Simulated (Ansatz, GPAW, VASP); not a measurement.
**Au: 4 runs at one level of theory**

```
Au
1.0
     0.00000    2.03500    2.03500
     2.03500    0.00000    2.03500
     2.03500    2.03500    0.00000
Au
1
Direct
  0.00000 0.00000 0.00000
```

Alike in all runs: task single point; functional PBE; k mesh 11 × 11 × 11; occupations gaussian, width 0.017 eV; no spin polarisation; no spin-orbit coupling. Pressure is positive in compression and, in plane waves, holds the error of the finite cutoff, which Ansatz's Pulay term estimates and takes out.

```tsv
program and potentials	plane-wave cutoff (eV)	notes	pressure (GPa)
Ansatz, Ansatz PAW	420	19 valence electrons an atom on average; Pulay term of +0.06 GPa included	10.84
VASP, PBE PAW files Au, 520 eV	520	11 valence electrons an atom on average	10.51
GPAW, GPAW PAW data sets (gpaw-data 1.2.1)	600	11 valence electrons an atom on average	13.36
Ansatz, all-electron LAPW, scalar-relativistic	-	-	?
```

Task: Estimate from the other rows what the run with Ansatz, all-electron LAPW, scalar-relativistic gave.

Result: Pressure 10.81 GPa. The other rows, which needn't bracket it: pressure 10.51 to 13.36.
